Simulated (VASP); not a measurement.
A run of VASP 6.6.1 is set up as follows.

The input INCAR:

```
SYSTEM = GaP
ALGO     = Normal         ! electronic algorithm
EDIFF    = 1E-7           ! SCF threshold, eV
ENCUT    = 520            ! plane-wave cutoff, eV
GGA      = RP             ! functional
ISIF     = 2              ! what is computed and relaxed
ISMEAR   = 0              ! smearing method
LASPH    = .True.         ! aspherical terms in the spheres
LCHARG   = .False.        ! write CHGCAR
LREAL    = .False.        ! projectors in reciprocal space
LWAVE    = .False.        ! write WAVECAR
NBANDS   = 16             ! bands
NELM     = 80             ! most SCF steps
PREC     = Accurate       ! precision mode
SIGMA    = 0.05           ! smearing width, eV
```

Contents of KPOINTS:

```
k-points
0
Gamma
  8 8 8
  0 0 0
```

Contents of POSCAR:

```
GaP
1.0
    0.0000000000      2.7252500000      2.7252500000
    2.7252500000      0.0000000000      2.7252500000
    2.7252500000      2.7252500000      0.0000000000
Ga P
1 1
Direct
    0.0000000000      0.0000000000      0.0000000000
    0.7500000000      0.7500000000      0.7500000000
```

Potentials or basis: VASP PAW PBE potentials, release 54 (Ga_d, P).

Command:

```console
$ cat potpaw_PBE.54/Ga_d/POTCAR potpaw_PBE.54/P/POTCAR > POTCAR
$ mpirun -np 1 vasp_std > vasp.out
```

Question: Predict the band gap on the k mesh.

Answer: 1.73 eV, indirect (least direct gap 1.96 eV).

Question: Estimate the pressure.

Answer: 4.5 GPa.

Caveat: the PAW data sets were made with another functional, which shifts forces and pressure a little.

**What was measured.**

“Stacking defects in GaP nanowires: Electronic structure and optical properties”, 2018, arxiv:1810.01194 quotes, for a bulk crystal of GaP at 10 K: band gap 2.34 eV (indirect).

Against the measured gap of GaP, 2.34 eV (indirect; 10 K; quoted in “Stacking defects in GaP nanowires: Electronic structure and optical properties”, 2018, arxiv:1810.01194), the calculated 1.73 eV is off by -0.61 eV. Spin-orbit coupling on Ga is left out. The value is that of RPBE on a finite k mesh, which can miss the band edges, without temperature or zero-point motion. Semilocal functionals fall short of measured gaps as a rule.
